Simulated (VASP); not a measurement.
# TiO2 (P4_2/mnm) in VASP: further runs

Aim: see how the results for TiO2 move with the level of theory and the settings. Levels: PBEsol, r2SCAN, TB-mBJ. Tasks: band structure.

Everything below comes from runs of VASP 6.6.1. Logs are shortened: lines on timing, memory, paths and dates and some standing lists are left out, and cuts for length are marked.

**Experimental background.**

“Shallow Valence Band of Rutile GeO2 and P-type Doping”, 2020, arxiv:2011.08928 quotes, for a bulk crystal of TiO2 at 1.6 K: band gap 3.03 eV (direct).

The runs below are set against these values where they give the same quantity.

## Step 1: The structure

Symmetry: P4_2/mnm, No. 136, tetragonal system. Conventional cell: a = 4.592 Å, b = 4.592 Å, c = 2.942 Å, α = 90.00°, β = 90.00°, γ = 90.00°. Ti (site symmetry mmm) has 6 O at 1.94 to 1.98 Å as nearest neighbours. Around O (site symmetry m2m) lie 3 Ti at 1.94 to 1.98 Å.

## Step 2: Band structure, PBEsol

Input file POSCAR:

```
TiO2
1.0
    4.5922200000      0.0000000000      0.0000000000
    0.0000000000      4.5922200000      0.0000000000
    0.0000000000      0.0000000000      2.9420300000
Ti O
2 4
Direct
    1.0000000000      0.0000000000      0.0000000000
    0.5000000000      0.5000000000      0.5000000000
    0.3043000000      0.3043000000      0.0000000000
    0.1957000000      0.8043000000      0.5000000000
    0.6957000000      0.6957000000      1.0000000000
    0.8043000000      0.1957000000      0.5000000000
```

Input file INCAR.step1:

```
SYSTEM = TiO2
PREC = Accurate ; ENCUT = 520
EDIFF = 1E-7 ; ISMEAR = 0
SIGMA = 0.02 ; LREAL = .FALSE.
LASPH = .TRUE. ; NELM = 80
ALGO = Normal ; ISIF = 2
LWAVE = .FALSE. ; LCHARG = .TRUE.
LMAXMIX = 4 ; GGA = PS
NBANDS = 33
```

Input file KPOINTS.step1:

```
regular mesh
0
G
  6 6 10
  0 0 0
```

Input file INCAR.step2:

```
SYSTEM = TiO2
PREC = Accurate ; ENCUT = 520
EDIFF = 1E-7 ; ISMEAR = 0
SIGMA = 0.05 ; LREAL = .FALSE.
LASPH = .TRUE. ; NELM = 80
ALGO = Normal ; ISIF = 2
LWAVE = .FALSE. ; LCHARG = .FALSE.
LMAXMIX = 4 ; GGA = PS
NBANDS = 33 ; ICHARG = 11
```

Input file KPOINTS.step2:

```
path GXMGZRAZ,XR,MA
10
line-mode
reciprocal
 0.0000000000  0.0000000000  0.0000000000  G
 0.0000000000  0.5000000000  0.0000000000  X

 0.0000000000  0.5000000000  0.0000000000  X
 0.5000000000  0.5000000000  0.0000000000  M

 0.5000000000  0.5000000000  0.0000000000  M
 0.0000000000  0.0000000000  0.0000000000  G

 0.0000000000  0.0000000000  0.0000000000  G
 0.0000000000  0.0000000000  0.5000000000  Z

 0.0000000000  0.0000000000  0.5000000000  Z
 0.0000000000  0.5000000000  0.5000000000  R

 0.0000000000  0.5000000000  0.5000000000  R
 0.5000000000  0.5000000000  0.5000000000  A

 0.5000000000  0.5000000000  0.5000000000  A
 0.0000000000  0.0000000000  0.5000000000  Z

 0.0000000000  0.5000000000  0.0000000000  X
 0.0000000000  0.5000000000  0.5000000000  R

 0.5000000000  0.5000000000  0.0000000000  M
 0.5000000000  0.5000000000  0.5000000000  A
```

Potentials or basis: VASP PAW PBE potentials, release 64 (Ti_sv, O).

The run is started by

```console
cat potpaw_PBE.64/Ti_sv/POTCAR potpaw_PBE.64/O/POTCAR > POTCAR
cp INCAR.step1 INCAR
cp KPOINTS.step1 KPOINTS
mpirun -np 1 vasp_std > vasp.out
cp INCAR.step2 INCAR
cp KPOINTS.step2 KPOINTS
mpirun -np 1 vasp_std > vasp.out
```

OUTCAR:

```text
SYSTEM = TiO2
   PREC = Accurate
   ENCUT = 520
   EDIFF = 1E-7
   ISMEAR = 0
   LREAL = .FALSE.
   LASPH = .TRUE.
   NELM = 80
   ISIF = 2
   GGA = PS
   ICHARG = 11

 ion  position               nearest neighbor table
   1  0.000  0.000  0.000-   4 1.94   6 1.94   4 1.94   6 1.94   5 1.98   3 1.98
   2  0.500  0.500  0.500-   3 1.94   5 1.94   3 1.94   5 1.94   4 1.98   6 1.98
   3  0.304  0.304  0.000-   2 1.94   2 1.94   1 1.98
   4  0.196  0.804  0.500-   1 1.94   1 1.94   2 1.98
   5  0.696  0.696  0.000-   2 1.94   2 1.94   1 1.98
   6  0.804  0.196  0.500-   1 1.94   1 1.94   2 1.98

  LATTYP: Found a simple tetragonal cell.
 ALAT       =     4.5922200000
 C/A-ratio  =     0.6406552822

  Lattice vectors:

 A1 = (   4.5922200000,   0.0000000000,   0.0000000000)
 A2 = (   0.0000000000,   4.5922200000,   0.0000000000)
 A3 = (   0.0000000000,   0.0000000000,   2.9420300000)

Analysis of symmetry for initial positions (statically):
=====================================================================
 Subroutine PRICEL returns:
 Original cell was already a primitive cell.

 Routine SETGRP: Setting up the symmetry group for a
 simple tetragonal supercell.

 Subroutine GETGRP returns: Found 16 space group operations
 (whereof  8 operations were pure point group operations)
 out of a pool of 16 trial point group operations.

The static configuration has the point symmetry D_2h.
 The point group associated with its full space group is D_4h.

Analysis of symmetry for dynamics (positions and initial velocities):
=====================================================================
 Subroutine PRICEL returns:
 Original cell was already a primitive cell.

 Routine SETGRP: Setting up the symmetry group for a
 simple tetragonal supercell.

 Subroutine GETGRP returns: Found 16 space group operations
 (whereof  8 operations were pure point group operations)
 out of a pool of 16 trial point group operations.

The dynamic configuration has the point symmetry D_2h.
 The point group associated with its full space group is D_4h.

 Subroutine INISYM returns: Found 16 space group operations
 (whereof  8 operations are pure point group operations),
 and found     1 'primitive' translations

----------------------------------------------------------------------------------------

                                     Primitive cell

  volume of cell :      62.0430

  direct lattice vectors                    reciprocal lattice vectors
     4.592220000  0.000000000  0.000000000     0.217759602  0.000000000  0.000000000
     0.000000000  4.592220000  0.000000000     0.000000000  0.217759602  0.000000000
     0.000000000  0.000000000  2.942030000     0.000000000  0.000000000  0.339901361

  length of vectors
     4.592220000  4.592220000  2.942030000     0.217759602  0.217759602  0.339901361

  position of ions in fractional coordinates (direct lattice)
     0.000000000  0.000000000  0.000000000
     0.500000000  0.500000000  0.500000000
     0.304300000  0.304300000  0.000000000
     0.195700000  0.804300000  0.500000000
     0.695700000  0.695700000  0.000000000
     0.804300000  0.195700000  0.500000000

  ion indices of the primitive-cell ions
   primitive index   ion index
                 1           1
                 2           2
                 3           3
                 4           4
                 5           5
                 6           6

----------------------------------------------------------------------------------------

 KPOINTS: path GXMGZRAZ,XR,MA

Interpolating k-points between supplied coordinates.

 Line segments in fractional coordinates (reciprocal lattice):
    0.000000  0.000000  0.000000  ...  0.000000  0.500000  0.000000
    0.000000  0.500000  0.000000  ...  0.500000  0.500000  0.000000
    0.500000  0.500000  0.000000  ...  0.000000  0.000000  0.000000
    0.000000  0.000000  0.000000  ...  0.000000  0.000000  0.500000
    0.000000  0.000000  0.500000  ...  0.000000  0.500000  0.500000
    0.000000  0.500000  0.500000  ...  0.500000  0.500000  0.500000
    0.500000  0.500000  0.500000  ...  0.000000  0.000000  0.500000
    0.000000  0.500000  0.000000  ...  0.000000  0.500000  0.500000
    0.500000  0.500000  0.000000  ...  0.500000  0.500000  0.500000

 Generated    10 points on each line segment, for a total of     90 k-points:

 Following reciprocal coordinates:
            Coordinates               Weight
  0.000000  0.000000  0.000000      0.011111
  0.000000  0.055556  0.000000      0.011111
  0.000000  0.111111  0.000000      0.011111
  0.000000  0.166667  0.000000      0.011111
  0.000000  0.222222  0.000000      0.011111
  0.000000  0.277778  0.000000      0.011111
[... 16 lines left out ...]
  0.388889  0.388889  0.000000      0.011111
  0.333333  0.333333  0.000000      0.011111
 [... further k-points ...]
   k-points           NKPTS =     90   k-points in BZ     NKDIM =     90   number of bands    NBANDS=     33
   number of dos      NEDOS =    301   number of ions     NIONS =      6
   total plane-waves  NPLWV =  31104
   dimension x,y,z NGX =    36 NGY =   36 NGZ =   24
   dimension x,y,z NGXF=    72 NGYF=   72 NGZF=   48
   ions per type =               2   4
   NGX,Y,Z   is equivalent  to a cutoff of  13.03, 13.03, 13.56 a.u.
   NGXF,Y,Z  is equivalent  to a cutoff of  26.07, 26.07, 27.12 a.u.
 SYSTEM =  TiO2
   PREC   = accura    normal or accurate (medium, high low for compatibility)
   ISTART =      0    job   : 0-new  1-cont  2-samecut
   ICHARG =     11    charge: 1-file 2-atom 10-const
   ISPIN  =      1    spin polarized calculation?
   LNONCOLLINEAR =      F non collinear calculations
   LSORBIT =      F    spin-orbit coupling
   LASPH  =      T    aspherical Exc in radial PAW
   ENCUT  =  520.0 eV  38.22 Ry    6.18 a.u.   8.54  8.54  5.47*2*pi/ulx,y,z
   NELM   =     80;   NELMIN=  2; NELMDL=  0     # of ELM steps
   EDIFF  = 0.1E-06   stopping-criterion for ELM
   LREAL  =      F    real-space projection
   EDIFFG = 0.1E-05   stopping-criterion for IOM
   NSW    =      0    number of steps for IOM
   IBRION =     -1    ionic relax: 0-MD 1-quasi-New 2-CG
   NFREE  =      0    steps in history (QN), initial steepest desc. (CG)
   ISIF   =      2    stress and relaxation
   ISYM   =      2    0-nonsym 1-usesym 2-fastsym
   POTIM  = 0.5000    time-step for ionic-motion
   TEBEG  =    0.0;   TEEND  =   0.0 temperature during run
   PSTRESS=    0.0 pullay stress
   NELECT =      48.0000    total number of electrons
   NUPDOWN=      -1.0000    fix difference up-down
   EMIN   =  10.00;   EMAX   =-10.00  energy-range for DOS
   EFERMI =   0.00;   METHOD = LEGACY
   ISMEAR =     0;   SIGMA  =   0.05  broadening in eV -4-tet -1-fermi 0-gaus
   EFERMI_NEDOS =   21; number of points for ismear=-14 and -15
   IALGO  =     38    algorithm
   IMIX   =      4    mixing-type and parameters
     AMIX     =   0.40;   BMIX     =  1.00
     AMIX_MAG =   1.60;   BMIX_MAG =  1.00
  volume/ion in A,a.u.               =      10.34        69.78
  Fermi-wavevector in a.u.,A,eV,Ry     =   1.502880  2.840032 30.730792  2.258649
  Thomas-Fermi vector in A             =   2.614063
   LORBIT       =      0    0 simple, 1 ext, 2 COOP (PROOUT), +10 PAW based schemes
   GGA     = PS    functional components
   LHFCALC =     F    Hartree Fock is set to
   AEXX    =    0.0000 exact exchange contribution
   IVDW    =     0    specifies the selected vdW correction
   LEPSILON=     F    determine dielectric tensor
   LRPA    =     F    only Hartree local field effects (RPA)
 non-spin polarized calculation
 Gauss-broadening in eV      SIGMA  =   0.05
  energy-cutoff  :      520.00
  volume of cell :       62.04
 maximum number of plane-waves:      1700
 NGX is ok and might be reduce to    36

 number of electron      48.0000019 magnetization

 Free energy of the ion-electron system (eV)
  ---------------------------------------------------
  ext. energy  EPLUGINS =         0.00000000
  ---------------------------------------------------
  free energy    TOTEN  =       -55.63146743 eV

  energy without entropy =      -55.63146743  energy(sigma->0) =      -55.63146743

 E-fermi :   5.1783     XC(G=0): -11.7354

 val. band max:        4.7920398408   @ k =   0.0000   0.0000   0.0000
 cond. band min:       6.6226842602   @ k =   0.0000   0.0000   0.0000
 fundamental gap:      1.8306444194
 Fermi energy:         5.1782542615

 k-point     1 :       0.0000    0.0000    0.0000
  band No.  band energies     occupation
      1     -51.8429      2.00000
      2     -51.8247      2.00000
      3     -28.2718      2.00000
      4     -28.2718      2.00000
      5     -28.0986      2.00000
      6     -28.0986      2.00000
[... 25 lines left out ...]
     32      11.4886      0.00000
     33      11.4887      0.00000

 k-point     2 :       0.0000    0.0556    0.0000
  band No.  band energies     occupation
      1     -51.8427      2.00000
      2     -51.8248      2.00000
      3     -28.2707      2.00000
      4     -28.2706      2.00000
      5     -28.0999      2.00000
      6     -28.0998      2.00000
[... 25 lines left out ...]
     32      11.4771      0.00000
     33      11.4798      0.00000

 k-point     3 :       0.0000    0.1111    0.0000
  band No.  band energies     occupation
      1     -51.8423      2.00000
      2     -51.8252      2.00000
      3     -28.2676      2.00000
      4     -28.2672      2.00000
      5     -28.1037      2.00000
      6     -28.1033      2.00000
[... 25 lines left out ...]
     32      11.4437      0.00000
     33      11.4538      0.00000

 k-point     4 :       0.0000    0.1667    0.0000
  band No.  band energies     occupation
      1     -51.8417      2.00000
      2     -51.8259      2.00000
      3     -28.2624      2.00000
      4     -28.2615      2.00000
      5     -28.1100      2.00000
      6     -28.1090      2.00000
[... 673 lines left out ...]
     32      10.7342      0.00000
     33      11.4429      0.00000

 k-point    23 :       0.3889    0.3889    0.0000
  band No.  band energies     occupation
      1     -51.8347      2.00000
      2     -51.8326      2.00000
      3     -28.2837      2.00000
      4     -28.2658      2.00000
      5     -28.1099      2.00000
      6     -28.0913      2.00000
[... 25 lines left out ...]
     32      10.9183      0.00000
     33      11.3749      0.00000

 k-point    24 :       0.3333    0.3333    0.0000
  band No.  band energies     occupation
      1     -51.8360      2.00000
      2     -51.8314      2.00000
      3     -28.2819      2.00000
      4     -28.2445      2.00000
      5     -28.1312      2.00000
      6     -28.0924      2.00000
[... 25 lines left out ...]
     32      11.2001      0.00000
     33      11.2406      0.00000

 [... further k-points ...]

------------------------ aborting loop because EDIFF is reached ----------------------------------------

  FORCE on cell =-STRESS in cart. coord.  units (eV):
  Direction    XX          YY          ZZ          XY          YZ          ZX
  --------------------------------------------------------------------------------------
  -------------------------------------------------------------------------------------
  Total        1.9335666      1.9335666      2.6111325      0.0000000      0.0000000      0.0000000
  in kB       49.9318044     49.9318044     67.4290484      0.0000000      0.0000000      0.0000000
  external PRESSURE =      55.7642190 kB  Pullay stress =       0.0000000 kB

 VOLUME and BASIS-vectors are now :
 -----------------------------------------------------------------------------
  energy-cutoff  :      520.00
  volume of cell :       62.04
      direct lattice vectors                 reciprocal lattice vectors
     4.592220000  0.000000000  0.000000000     0.217759602  0.000000000  0.000000000
     0.000000000  4.592220000  0.000000000     0.000000000  0.217759602  0.000000000
     0.000000000  0.000000000  2.942030000     0.000000000  0.000000000  0.339901361

 POSITION                                       TOTAL-FORCE (eV/Angst)
 -----------------------------------------------------------------------------------
      0.00000      0.00000      0.00000         0.000000      0.000000     -0.000000
      2.29611      2.29611      1.47101         0.000000      0.000000     -0.000000
      1.39741      1.39741      0.00000        -0.160322     -0.160322      0.000000
      0.89870      3.69352      1.47101         0.160322     -0.160322      0.000000
      3.19481      3.19481      0.00000         0.160322      0.160322     -0.000000
      3.69352      0.89870      1.47101        -0.160322      0.160322     -0.000000
 -----------------------------------------------------------------------------------
    total drift:                               -0.000000      0.000000      0.000000

  FREE ENERGIE OF THE ION-ELECTRON SYSTEM (eV)
  ---------------------------------------------------
  free  energy   TOTEN  =       -55.6314674313 eV

  energy  without entropy=      -55.6314674313  energy(sigma->0) =      -55.63146743
```

Run time: 2.8 min. Hardware: 1 thread of AMD EPYC 9R45 (Zen 5), shared host; peak memory 0.23 GiB.

Results:

```
Band gap on the k mesh  : 1.83 eV, direct
Band gap along the path : 1.83 eV, direct
```

Levels at the corners of the path, in eV from the valence-band top:
```
point  band 22  band 23  band 24  band 25  band 26  band 27
    Γ    -0.46    -0.46     0.00     1.83     2.11     2.40
    X    -1.64    -0.76    -0.76     2.51     2.51     3.04
    X    -1.64    -0.76    -0.76     2.51     2.51     3.04
    M    -1.30    -1.09    -1.09     1.86     1.86     2.52
    M    -1.30    -1.09    -1.09     1.86     1.86     2.52
    Γ    -0.46    -0.46     0.00     1.83     2.11     2.40
    Γ    -0.46    -0.46     0.00     1.83     2.11     2.40
    Z    -2.43    -1.45    -1.45     2.98     2.98     3.22
    Z    -2.43    -1.45    -1.45     2.98     2.98     3.22
    R    -2.08    -1.06    -1.06     1.87     1.87     3.24
    R    -2.08    -1.06    -1.06     1.87     1.87     3.24
    A    -1.31    -0.68    -0.68     2.59     2.59     3.20
    A    -1.31    -0.68    -0.68     2.59     2.59     3.20
    Z    -2.43    -1.45    -1.45     2.98     2.98     3.22
    X    -1.64    -0.76    -0.76     2.51     2.51     3.04
    R    -2.08    -1.06    -1.06     1.87     1.87     3.24
    M    -1.30    -1.09    -1.09     1.86     1.86     2.52
    A    -1.31    -0.68    -0.68     2.59     2.59     3.20
```

Caveat: the log is that of the step along the path at fixed density, whose energy, stress, charges and moments have no meaning; the PAW data sets were made with another functional, which shifts forces and pressure a little.

## Step 3: Band structure, r2SCAN

Input file INCAR:

```
SYSTEM = TiO2
PREC = Accurate ; ENCUT = 520
EDIFF = 1E-7 ; ISMEAR = 0
SIGMA = 0.02 ; LREAL = .FALSE.
LASPH = .TRUE. ; NELM = 80
ALGO = Normal ; ISIF = 2
LWAVE = .FALSE. ; LCHARG = .FALSE.
LMAXMIX = 4 ; METAGGA = R2SCAN
LMIXTAU = .TRUE. ; NBANDS = 33
```

Input file KPOINTS:

```
regular mesh
0
G
  6 6 10
  0 0 0
```

POSCAR is that of step 2.

Input file KPOINTS_OPT:

```
path GXMGZRAZ,XR,MA
10
line-mode
reciprocal
 0.0000000000  0.0000000000  0.0000000000  G
 0.0000000000  0.5000000000  0.0000000000  X

 0.0000000000  0.5000000000  0.0000000000  X
 0.5000000000  0.5000000000  0.0000000000  M

 0.5000000000  0.5000000000  0.0000000000  M
 0.0000000000  0.0000000000  0.0000000000  G

 0.0000000000  0.0000000000  0.0000000000  G
 0.0000000000  0.0000000000  0.5000000000  Z

 0.0000000000  0.0000000000  0.5000000000  Z
 0.0000000000  0.5000000000  0.5000000000  R

 0.0000000000  0.5000000000  0.5000000000  R
 0.5000000000  0.5000000000  0.5000000000  A

 0.5000000000  0.5000000000  0.5000000000  A
 0.0000000000  0.0000000000  0.5000000000  Z

 0.0000000000  0.5000000000  0.0000000000  X
 0.0000000000  0.5000000000  0.5000000000  R

 0.5000000000  0.5000000000  0.0000000000  M
 0.5000000000  0.5000000000  0.5000000000  A
```

Potentials or basis: VASP PAW PBE potentials, release 64 (Ti_sv, O).

The run is started by

```console
cat potpaw_PBE.64/Ti_sv/POTCAR potpaw_PBE.64/O/POTCAR > POTCAR
mpirun -np 1 vasp_std > vasp.out
```

It took 13 min on 1 thread of AMD EPYC 9R45 (Zen 5), shared host; peak memory 0.26 GiB.

It converged, with:

```yaml
Free_energy: -69.7881 eV
Pressure: 2.8 GPa
Largest_force: 0.023 eV/Å
Band_gap_on_the_k_mesh: 2.24 eV, direct
Band_gap_along_the_path: 2.24 eV, direct
```

Forces in eV/Å, atoms in the order of the input:
```
Ti   0.000  0.000  0.000
Ti   0.000  0.000  0.000
O   -0.016 -0.016  0.000
O    0.016 -0.016  0.000
O    0.016  0.016  0.000
O   -0.016  0.016  0.000
```

Stress tensor (GPa, compression positive):
```
2.17 0.00 0.00
0.00 2.17 0.00
0.00 0.00 4.13
```

Levels at the corners of the path, in eV from the valence-band top:
```
point  band 22  band 23  band 24  band 25  band 26  band 27
    Γ    -0.50    -0.50     0.00     2.24     2.55     2.81
    X    -1.69    -0.78    -0.78     2.93     2.93     3.44
    X    -1.69    -0.78    -0.78     2.93     2.93     3.44
    M    -1.37    -1.14    -1.14     2.27     2.27     2.93
    M    -1.37    -1.14    -1.14     2.27     2.27     2.93
    Γ    -0.50    -0.50     0.00     2.24     2.55     2.81
    Γ    -0.50    -0.50     0.00     2.24     2.55     2.81
    Z    -2.42    -1.49    -1.49     3.36     3.36     3.65
    Z    -2.42    -1.49    -1.49     3.36     3.36     3.65
    R    -2.09    -1.10    -1.10     2.31     2.31     3.67
    R    -2.09    -1.10    -1.10     2.31     2.31     3.67
    A    -1.33    -0.72    -0.72     2.99     2.99     3.62
    A    -1.33    -0.72    -0.72     2.99     2.99     3.62
    Z    -2.42    -1.49    -1.49     3.36     3.36     3.65
    X    -1.69    -0.78    -0.78     2.93     2.93     3.44
    R    -2.09    -1.10    -1.10     2.31     2.31     3.67
    M    -1.37    -1.14    -1.14     2.27     2.27     2.93
    A    -1.33    -0.72    -0.72     2.99     2.99     3.62
```

Caveat: the PAW data sets were made with another functional, which shifts forces and pressure a little.

(Part 1 of 2 ends here.)
